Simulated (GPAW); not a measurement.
# MgO2 (Pa-3) in GPAW: notebook

One crystal, MgO2, is run at these levels: PBEsol; tasks: relaxation of cell and atoms.

Program: GPAW 26.7.0. These are calculated values, not measurements. Logs are shortened: lines on timing, memory, paths and dates and some standing lists are left out, and cuts for length are marked. The log counts tension as positive stress, the text compression.

### 1 Starting point

It takes space group Pa-3 (No. 205, cubic). The conventional cell has a = 4.829 Å, b = 4.829 Å, c = 4.829 Å, α = 90.00°, β = 90.00°, γ = 90.00°. Around Mg (site symmetry -3) lie 6 O at 2.07 Å. Around O (site symmetry 3) lie 1 O at 1.50 Å.

The cell is a database's computed one.

### 2 Relaxation of cell and atoms, PBEsol, target pressure 10 GPa, at which the enthalpy is minimised

File run.py:

```python
from ase import Atoms
from ase.filters import FrechetCellFilter
from ase.io import write
from ase.optimize import BFGS
from ase.units import GPa
from gpaw import GPAW, PW, setup_paths

setup_paths.insert(0, '.')

atoms = Atoms(['Mg', 'Mg', 'Mg', 'Mg', 'O', 'O', 'O', 'O', 'O', 'O', 'O', 'O'],
              cell=[[4.82861247, 0.0, 0.0],
                    [0.0, 4.82861247, 0.0],
                    [0.0, 0.0, 4.82861247]],
              scaled_positions=[[0.0, 0.0, 0.0],
                                [0.5, 0.0, 0.5],
                                [0.5, 0.5, 0.0],
                                [0.0, 0.5, 0.5],
                                [0.58942444, 0.91057556, 0.08942444],
                                [0.91057556, 0.08942444, 0.58942444],
                                [0.08942444, 0.58942444, 0.91057556],
                                [0.41057556, 0.41057556, 0.41057556],
                                [0.58942444, 0.58942444, 0.58942444],
                                [0.91057556, 0.41057556, 0.08942444],
                                [0.08942444, 0.91057556, 0.41057556],
                                [0.41057556, 0.08942444, 0.91057556]],
              pbc=True)

calc = GPAW(mode=PW(800),
            xc='PBEsol',
            kpts={'size': (4, 4, 4), 'gamma': True},
            occupations={'name': 'fermi-dirac', 'width': 0.05},
            nbands=71,
            convergence={'density': 1e-05, 'forces': 0.0001},
            maxiter=150,
            txt='gpaw.txt')
atoms.calc = calc
opt = BFGS(FrechetCellFilter(atoms, scalar_pressure=10 * GPa), trajectory='relax.traj', logfile='-')
done = opt.run(fmax=0.02, steps=60)
calc.write('gs.gpw')
write('result.traj', atoms)
print('Converged:', done)
print('Cell:', atoms.cell.cellpar().round(4))
print('Volume:', round(atoms.get_volume(), 4))
print(atoms.get_scaled_positions().round(5))
```

Potentials or basis: PAW data sets generated in the run's folder for this functional, pw.

Started as:

```sh
$ gpaw-setup -f PBEsol Mg O
$ OMP_NUM_THREADS=1 python run.py
```

gpaw.txt:

```text
__  _  _
 | _ |_)|_||  |
 |__||  | ||/\| - 26.7.0

Input parameters:
  mode=PW(ecut=800.0),
  convergence={'density': 1e-05, 'forces': 0.0001},
  kpts=MonkhorstPack(size=(4, 4, 4), gamma=True),
  maxiter=150,
  nbands=71,
  occupations=Occupations(name='fermi-dirac', width=0.05),
  xc=XC(name='PBEsol')

Diagonalizing LCAO Hamiltonian
Converting LCAO to pw mode
    .-----------.
   /|           |
  / O           |
 *  | O         |
 | MgO    O     |
 |  |  O    O   |
 |  .--Mg--O----.
 | /     Mg  O /
 |/           /
 Mg----------*

Atoms  # Å, Bohr magnetons
|    | symbol |        x |        y |        z |    initial magnetic moments |
|----|--------|----------|----------|----------|-----------------------------|
|  0 |     Mg | 0.000000 | 0.000000 | 0.000000 | ( 0.0000,  0.0000,  0.0000) |
|  1 |     Mg | 2.414306 | 0.000000 | 2.414306 | ( 0.0000,  0.0000,  0.0000) |
|  2 |     Mg | 2.414306 | 2.414306 | 0.000000 | ( 0.0000,  0.0000,  0.0000) |
|  3 |     Mg | 0.000000 | 2.414306 | 2.414306 | ( 0.0000,  0.0000,  0.0000) |
|  4 |      O | 2.846102 | 4.396817 | 0.431796 | ( 0.0000,  0.0000,  0.0000) |
|  5 |      O | 4.396817 | 0.431796 | 2.846102 | ( 0.0000,  0.0000,  0.0000) |
|  6 |      O | 0.431796 | 2.846102 | 4.396817 | ( 0.0000,  0.0000,  0.0000) |
|  7 |      O | 1.982510 | 1.982510 | 1.982510 | ( 0.0000,  0.0000,  0.0000) |
|  8 |      O | 2.846102 | 2.846102 | 2.846102 | ( 0.0000,  0.0000,  0.0000) |
|  9 |      O | 4.396817 | 1.982510 | 0.431796 | ( 0.0000,  0.0000,  0.0000) |
| 10 |      O | 0.431796 | 4.396817 | 1.982510 | ( 0.0000,  0.0000,  0.0000) |
| 11 |      O | 1.982510 | 0.431796 | 4.396817 | ( 0.0000,  0.0000,  0.0000) |

Unit cell  # Å
| periodic |        x |        y |        z |  lengths |    angles |
|----------|----------|----------|----------|----------|-----------|
|      yes | 4.828612 | 0.000000 | 0.000000 | 4.828612 | 90.000000 |
|      yes | 0.000000 | 4.828612 | 0.000000 | 4.828612 | 90.000000 |
|      yes | 0.000000 | 0.000000 | 4.828612 | 4.828612 | 90.000000 |

Number of symmetries: 6
Symmetry operations  # r_c * U_cc + t_c -> r_c
|   | kind |            matrix            |
|---|------|------------------------------|
| 0 |  E   |  1, 0, 0,  0, 1, 0,  0, 0, 1 |
| 1 |  C3  |  0, 1, 0,  0, 0, 1,  1, 0, 0 |
| 2 |  C3  |  0, 0, 1,  1, 0, 0,  0, 1, 0 |
| 3 |  S6  |  0, 0,-1, -1, 0, 0,  0,-1, 0 |
| 4 |  S6  |  0,-1, 0,  0, 0,-1, -1, 0, 0 |
| 5 |  i   | -1, 0, 0,  0,-1, 0,  0, 0,-1 |

BZ-sampling:
  Number of BZ points: 64
  Number of IBZ points: 14
[... 217 lines left out ...]
Interpolating wave functions to new cell

          O

           OO   O
         Mg
             O   OO
             Mg
               Mg  O
       Mg

Atoms  # Å, Bohr magnetons
|    | symbol |        x |        y |        z |    initial magnetic moments |
|----|--------|----------|----------|----------|-----------------------------|
|  0 |     Mg | 0.000000 | 0.000000 | 0.000000 | ( 0.0000,  0.0000,  0.0000) |
|  1 |     Mg | 2.412775 | 0.000000 | 2.412775 | ( 0.0000,  0.0000,  0.0000) |
|  2 |     Mg | 2.412775 | 2.412775 | 0.000000 | ( 0.0000,  0.0000,  0.0000) |
|  3 |     Mg | 0.000000 | 2.412775 | 2.412775 | ( 0.0000,  0.0000,  0.0000) |
|  4 |      O | 2.841234 | 4.397091 | 0.428459 | ( 0.0000,  0.0000,  0.0000) |
|  5 |      O | 4.397091 | 0.428459 | 2.841234 | ( 0.0000,  0.0000,  0.0000) |
|  6 |      O | 0.428459 | 2.841234 | 4.397091 | ( 0.0000,  0.0000,  0.0000) |
|  7 |      O | 1.984316 | 1.984316 | 1.984316 | ( 0.0000,  0.0000,  0.0000) |
|  8 |      O | 2.841234 | 2.841234 | 2.841234 | ( 0.0000,  0.0000,  0.0000) |
|  9 |      O | 4.397091 | 1.984316 | 0.428459 | ( 0.0000,  0.0000,  0.0000) |
| 10 |      O | 0.428459 | 4.397091 | 1.984316 | ( 0.0000,  0.0000,  0.0000) |
| 11 |      O | 1.984316 | 0.428459 | 4.397091 | ( 0.0000,  0.0000,  0.0000) |

Unit cell  # Å
| periodic |        x |        y |        z |  lengths |    angles |
|----------|----------|----------|----------|----------|-----------|
|      yes | 4.825550 | 0.000000 | 0.000000 | 4.825550 | 90.000000 |
|      yes | 0.000000 | 4.825550 | 0.000000 | 4.825550 | 90.000000 |
|      yes | 0.000000 | 0.000000 | 4.825550 | 4.825550 | 90.000000 |

Number of symmetries: 6
Symmetry operations  # r_c * U_cc + t_c -> r_c
|   | kind |            matrix            |
|---|------|------------------------------|
| 0 |  E   |  1, 0, 0,  0, 1, 0,  0, 0, 1 |
| 1 |  C3  |  0, 1, 0,  0, 0, 1,  1, 0, 0 |
| 2 |  C3  |  0, 0, 1,  1, 0, 0,  0, 1, 0 |
| 3 |  S6  |  0, 0,-1, -1, 0, 0,  0,-1, 0 |
| 4 |  S6  |  0,-1, 0,  0, 0,-1, -1, 0, 0 |
| 5 |  i   | -1, 0, 0,  0,-1, 0,  0, 0,-1 |

BZ-sampling:
  Number of BZ points: 64
  Number of IBZ points: 14
[... 1690 lines left out ...]
convergence criteria:
- Maximum integral of absolute [dens]ity change: 1e-05 electrons / valence electron
- Maximum change in the atomic [forces] across last 2 cycles: 0.0001 eV/Ang OR
Maximum error relative to the maximum force is below inf
- Maximum [total energy] change in last 3 cyles: 0.0005 eV / valence electron
- Maximum integral of absolute [eigenst]ate change: 4e-08 eV^2 / valence electron
maximum number of iterations: 150

SCF iterations
|iter     | |      energy | eigst |  dens |force |
|---------|-|-------------|-------|-------|------|
|iter:   1| |  -71.573002 | -2.49 |       |      |
|iter:   2| |  -71.571965 | -4.40 | -2.62 |      |
|iter:   3| |  -71.566678c| -3.76 | -2.66 |      |
|iter:   4| |  -71.566690c| -5.12 | -3.45 |      |
|iter:   5| |  -71.566702c| -6.90 | -3.86 |      |
|iter:   6| |  -71.566705c| -7.70c| -4.26 |      |
|iter:   7| |  -71.566705c| -8.79c| -5.32c|      |
|iter:   8| |  -71.566705c| -9.35c| -5.71c|-3.50 |
|iter:   9| |  -71.566705c|-10.03c| -6.56c|-4.34c|

Converged in 9 steps
Energy contributions relative to reference atoms: (reference = -38022.476817)

Energy contributions:
  Kinetic:          90.866167
  Coulomb:         -79.072699
  Zero:              1.619999
  External:          0.000000
  Xc:              -84.980173
  Entropy:           0.000000
  Spinorbit:         0.000000
  ----------------------------
  Free energy:     -71.566705
  Extrapolated:    -71.566705

dipole moment: (-13.608373, -13.608373, -13.608373)  # |e|*Ang

Fermi level: 7.033
Eigenvalues  # (at kpt = [0.000, 0.000, 0.000])
| band index |      eig [eV] | occ [0-2] |
|------------|---------------|-----------|
|          0 |       -67.306 |     2.000 |
|        ... |               |           |
|         36 |         2.866 |     2.000 |
|         37 |         2.866 |     2.000 |
|         38 |         2.866 |     2.000 |
|         39 |         4.373 |     2.000 |
|         40 |         4.373 |     2.000 |
|         41 |         4.373 |     2.000 |
[... 27 lines left out ...]
Forces  # eV/Ang
|        x |        y |        z |
|----------|----------|----------|
| -0.00000 |  0.00000 | -0.00000 |  # Mg   0
|  0.00000 |  0.00000 |  0.00000 |  # Mg   1
|  0.00000 |  0.00000 |  0.00000 |  # Mg   2
| -0.00000 |  0.00000 |  0.00000 |  # Mg   3
|  0.00348 | -0.00360 |  0.00350 |  # O    4
| -0.00360 |  0.00350 |  0.00348 |  # O    5
|  0.00350 |  0.00348 | -0.00360 |  # O    6
| -0.00355 | -0.00355 | -0.00355 |  # O    7
|  0.00355 |  0.00355 |  0.00355 |  # O    8
| -0.00350 | -0.00348 |  0.00360 |  # O    9
|  0.00360 | -0.00350 | -0.00348 |  # O   10
| -0.00348 |  0.00360 | -0.00350 |  # O   11

# Writing to gs.gpw (mode='')
```

Run time: 10 min. Hardware: 1 thread of Arm Neoverse V2, shared host; peak memory 0.46 GiB.

Results:

| Property | Result |
| --- | --- |
| Free energy | -71.5667 eV |
| Relaxed volume | 8.90 Å³/atom |
| Relaxed cell | a = 4.744 Å, b = 4.744 Å, c = 4.744 Å, α = 90.00°, β = 90.00°, γ = 90.00° |
| Space group after relaxing (to 0.05 Å) | Pa-3 (No. 205) |
| Energy change on relaxing (the enthalpy is what falls) | +16.6 meV/atom |
| Ionic steps | 8 |
| Pressure after relaxing | 10.1 GPa |
| Largest force after relaxing | 0.006 eV/Å |
| Band gap on the k mesh | 4.19 eV, indirect (least direct gap 4.41 eV) |

Forces in eV/Å, atoms in the order of the input:
```
Mg   0.000  0.000  0.000
Mg   0.000  0.000  0.000
Mg   0.000  0.000  0.000
Mg   0.000  0.000  0.000
O    0.003 -0.004  0.004
O   -0.004  0.004  0.003
O    0.004  0.003 -0.004
O   -0.004 -0.004 -0.004
O    0.004  0.004  0.004
O   -0.004 -0.003  0.004
O    0.004 -0.004 -0.003
O   -0.003  0.004 -0.004
```

Step by step:
```tsv
step	energy change (eV)	largest force (eV/Å)	pressure (GPa)	volume (Å³)
1	0.0000	0.3716	0.90	112.58
2	-0.0086	0.1135	1.61	112.37
3	0.0044	0.2489	2.96	111.80
4	0.0261	0.4078	4.17	111.10
5	0.1192	0.5636	7.98	108.65
6	0.1920	0.3374	10.21	107.00
7	0.2071	0.0810	10.38	106.64
8	0.1992	0.0062	10.07	106.75
```

Final structure:
```
CELL_PARAMETERS angstrom
4.74383 -0.00002 -0.00002
-0.00002 4.74383 -0.00002
-0.00002 -0.00002 4.74383
ATOMIC_POSITIONS crystal
Mg 0.00000 0.00000 0.00000
Mg 0.50000 0.00000 0.50000
Mg 0.50000 0.50000 0.00000
Mg 0.00000 0.50000 0.50000
O 0.58938 0.91063 0.08938
O 0.91063 0.08938 0.58938
O 0.08938 0.58938 0.91063
O 0.41062 0.41062 0.41062
O 0.58938 0.58938 0.58938
O 0.91062 0.41062 0.08937
O 0.08937 0.91062 0.41062
O 0.41062 0.08937 0.91062
```

Levels at points of the mesh, in eV from the valence-band top:
```
           k point  band 42  band 43  band 44  band 45  band 46  band 47
(0.00, 0.00, 0.00)    -0.55     0.00     0.00     4.82     4.91     4.91
(0.50, 0.00, 0.00)    -0.78    -0.13    -0.13     4.28     4.28     4.71
(0.50, 0.50, 0.00)    -0.51    -0.51    -0.51     4.48     4.48     4.48
(0.50, 0.50, 0.50)    -0.59    -0.59    -0.59     4.80     4.80     4.80
```

Caveat: later steps reuse the first step's grids. A k mesh can miss the band edges.

### 3 Relaxation of cell and atoms, PBEsol, target pressure 20 GPa, at which the enthalpy is minimised

run.py: that of step 2 with these lines changed.

```diff
@@ -36,3 +36,3 @@
 atoms.calc = calc
-opt = BFGS(FrechetCellFilter(atoms, scalar_pressure=10 * GPa), trajectory='relax.traj', logfile='-')
+opt = BFGS(FrechetCellFilter(atoms, scalar_pressure=20 * GPa), trajectory='relax.traj', logfile='-')
 done = opt.run(fmax=0.02, steps=60)
```

Potentials or basis: PAW data sets generated in the run's folder for this functional, pw.

Started as:

```sh
$ gpaw-setup -f PBEsol Mg O
$ OMP_NUM_THREADS=1 python run.py
```

gpaw.txt:

```text
__  _  _
 | _ |_)|_||  |
 |__||  | ||/\| - 26.7.0

Input parameters:
  mode=PW(ecut=800.0),
  convergence={'density': 1e-05, 'forces': 0.0001},
  kpts=MonkhorstPack(size=(4, 4, 4), gamma=True),
  maxiter=150,
  nbands=71,
  occupations=Occupations(name='fermi-dirac', width=0.05),
  xc=XC(name='PBEsol')

Diagonalizing LCAO Hamiltonian
Converting LCAO to pw mode
    .-----------.
   /|           |
  / O           |
 *  | O         |
 | MgO    O     |
 |  |  O    O   |
 |  .--Mg--O----.
 | /     Mg  O /
 |/           /
 Mg----------*

Atoms  # Å, Bohr magnetons
|    | symbol |        x |        y |        z |    initial magnetic moments |
|----|--------|----------|----------|----------|-----------------------------|
|  0 |     Mg | 0.000000 | 0.000000 | 0.000000 | ( 0.0000,  0.0000,  0.0000) |
[... 292 lines left out ...]
| 5 |  i   | -1, 0, 0,  0,-1, 0,  0, 0,-1 |
[... 221 lines left out ...]
          O
           OO   O
         Mg
             O   OO
             Mg
               Mg  O
       Mg

Atoms  # Å, Bohr magnetons
|    | symbol |         x |         y |         z |    initial magnetic moments |
|----|--------|-----------|-----------|-----------|-----------------------------|
|  0 |     Mg |  0.000000 | -0.000000 | -0.000000 | ( 0.0000,  0.0000,  0.0000) |
|  1 |     Mg |  2.391136 | -0.000000 |  2.391136 | ( 0.0000,  0.0000,  0.0000) |
|  2 |     Mg |  2.391136 |  2.391136 | -0.000000 | ( 0.0000,  0.0000,  0.0000) |
|  3 |     Mg | -0.000000 |  2.391136 |  2.391136 | ( 0.0000,  0.0000,  0.0000) |
|  4 |      O |  2.806501 |  4.366907 |  0.415365 | ( 0.0000,  0.0000,  0.0000) |
|  5 |      O |  4.366907 |  0.415365 |  2.806501 | ( 0.0000,  0.0000,  0.0000) |
|  6 |      O |  0.415365 |  2.806501 |  4.366907 | ( 0.0000,  0.0000,  0.0000) |
|  7 |      O |  1.975771 |  1.975771 |  1.975771 | ( 0.0000,  0.0000,  0.0000) |
|  8 |      O |  2.806500 |  2.806500 |  2.806500 | ( 0.0000,  0.0000,  0.0000) |
|  9 |      O |  4.366907 |  1.975771 |  0.415365 | ( 0.0000,  0.0000,  0.0000) |
[... 1272 lines left out ...]
|        x |        y |        z |
|----------|----------|----------|
| -0.00000 |  0.00000 |  0.00000 |  # Mg   0
|  0.00000 | -0.00000 |  0.00000 |  # Mg   1
|  0.00000 |  0.00000 |  0.00000 |  # Mg   2
|  0.00000 | -0.00000 | -0.00000 |  # Mg   3
|  0.00687 | -0.00685 |  0.00686 |  # O    4
| -0.00685 |  0.00686 |  0.00687 |  # O    5
|  0.00686 |  0.00687 | -0.00685 |  # O    6
| -0.00687 | -0.00687 | -0.00687 |  # O    7
|  0.00687 |  0.00687 |  0.00687 |  # O    8
| -0.00686 | -0.00687 |  0.00685 |  # O    9
|  0.00685 | -0.00686 | -0.00687 |  # O   10
| -0.00687 |  0.00685 | -0.00686 |  # O   11

# Writing to gs.gpw (mode='')
```

It took 9.4 min on 1 thread of Arm Neoverse V2, shared host; peak memory 0.45 GiB.

Results:

| Item | Value |
| --- | --- |
| Free energy | -71.0716 eV |
| Relaxed volume | 8.46 Å³/atom |
| Relaxed cell | a = 4.665 Å, b = 4.665 Å, c = 4.665 Å, α = 90.00°, β = 90.00°, γ = 90.00° |
| Space group after relaxing (to 0.05 Å) | Pa-3 (No. 205) |
| Energy change on relaxing (the enthalpy is what falls) | +57.9 meV/atom |
| Ionic steps | 7 |
| Pressure after relaxing | 20.1 GPa |
| Largest force after relaxing | 0.012 eV/Å |
| Band gap on the k mesh | 4.37 eV, indirect (least direct gap 4.61 eV) |

Forces in eV/Å, atoms in the order of the input:
```
Mg   0.000  0.000  0.000
Mg   0.000  0.000  0.000
Mg   0.000  0.000  0.000
Mg   0.000  0.000  0.000
O    0.007 -0.007  0.007
O   -0.007  0.007  0.007
O    0.007  0.007 -0.007
O   -0.007 -0.007 -0.007
O    0.007  0.007  0.007
O   -0.007 -0.007  0.007
O    0.007 -0.007 -0.007
O   -0.007  0.007 -0.007
```

The path:
| step | energy change (eV) | largest force (eV/Å) | pressure (GPa) | volume (Å³) |
| --- | --- | --- | --- | --- |
| 1 | 0.0000 | 0.3716 | 0.90 | 112.58 |
| 2 | -0.0057 | 0.0988 | 1.93 | 112.13 |
| 3 | 0.1334 | 0.9864 | 7.64 | 109.37 |
| 4 | 0.2676 | 1.1583 | 11.50 | 107.08 |
| 5 | 0.6720 | 0.5924 | 20.27 | 101.86 |
| 6 | 0.7170 | 0.1586 | 20.67 | 101.33 |
| 7 | 0.6943 | 0.0119 | 20.08 | 101.49 |

Final structure:
```
Mg O
1.0
     4.66458   -0.00001   -0.00001
    -0.00001    4.66458   -0.00001
    -0.00001   -0.00001    4.66458
Mg O
4 8
Direct
  0.00000 0.00000 0.00000
  0.50000 0.00000 0.50000
  0.50000 0.50000 0.00000
  0.00000 0.50000 0.50000
  0.59020 0.90981 0.09020
  0.90981 0.09020 0.59020
  0.09020 0.59020 0.90981
  0.40981 0.40981 0.40981
  0.59019 0.59019 0.59019
  0.90980 0.40980 0.09019
  0.09019 0.90980 0.40980
  0.40980 0.09019 0.90980
```

Caveat: later steps reuse the first step's grids. PBEsol gaps usually lie below the measured ones, often by a third to a half.

### 4 For comparison

An earlier run on the cell as given: functional PBEsol; potentials or basis PAW data sets generated in the run's folder for this functional; cutoff 800 eV; basis pw; k mesh 6 × 6 × 6; occupations fermi-dirac, width 0.05 eV; no spin polarisation.

* Pressure: 0.9 GPa
* Largest force: 0.372 eV/Å
* Band gap on the k mesh: 3.89 eV, indirect (least direct gap 4.02 eV)

### 5 Summary

| task | cell | k mesh | optimizer | fmax | max steps | target pressure | convergence | gap on the mesh (eV) | pressure (GPa) | largest force (eV/Å) |
| --- | --- | --- | --- | --- | --- | --- | --- | --- | --- | --- |
| relaxation of cell and atoms | relaxed to 10 GPa | 4 × 4 × 4 | BFGS | 0.02 eV/Å | 60 | 10 GPa | density=1e-05 forces=0.0001 | 4.19 | 10.1 | 0.01 |
| relaxation of cell and atoms | relaxed to 20 GPa | 4 × 4 × 4 | BFGS | 0.02 eV/Å | 60 | 20 GPa | density=1e-05 forces=0.0001 | 4.37 | 20.1 | 0.01 |
| single point | as given | 6 × 6 × 6 | - | - | - | - | - | 3.89 | 0.9 | 0.37 |

Alike in all rows: level PBEsol; potentials or basis PAW data sets generated in the run's folder for this functional, pw; no spin polarisation; cutoff (eV) 800; smearing fermi-dirac 0.05 eV.

Caveats: later steps reuse the first step's grids (some runs).

Total energies depend on the potentials used, so only differences within one code and one set of settings carry meaning.
